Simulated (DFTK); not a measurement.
Runs of DFTK 0.8.2 on Ge. The structure is cubic, space group Fd-3m (No. 227). Conventional cell: a = 5.658 Å, b = 5.658 Å, c = 5.658 Å, α = 90.00°, β = 90.00°, γ = 90.00°. Ge (site symmetry -43m) is surrounded by 4 Ge at 2.45 Å. 

```tsv
task	level	potentials or basis	k mesh	cutoff (eV)	valence electrons	mesh quality	gap on the mesh (eV)	pressure (GPa)
single point	PBEsol	dojo.nc.sr.pbesol.v0_4_1.standard.upf (PBEsol)	8 × 8 × 8	1061	Ge 14	not flagged	none	0.6
single point	PBE	dojo.nc.sr.pbe.v0_4_1.standard.upf (PBE)	8 × 8 × 8	1061	Ge 14	not flagged	none	3.7
band structure	r2SCAN	in-house norm-conserving set (r2SCAN, scalar relativistic)	5 × 5 × 5	1225	Ge 14	not flagged	(a)	0.6
band structure	LDA	cp2k.nc.sr.lda.v0_1.largecore.gth (LDA, GTH)	8 × 8 × 8	735	Ge 4	not flagged	none	-2.8
```

Alike in all rows: no spin polarisation; cell as given; smearing fermi-dirac 0.05 eV.

**Question.** Fill in the values left out.

**Answer.** (a) 0.46.

Caveats: this crystal is a semiconductor, whose small gap the functional closes, so the metal is an error of the method (some runs); GTH potentials come without recommended cutoffs, and this one wasn't checked for convergence (some runs).

A k mesh can miss the band edges, and the runs leave out spin-orbit coupling on Ge.

A gap of «none» marks a metal or a gap under the smearing width.

Not every run made on this cell is shown here.
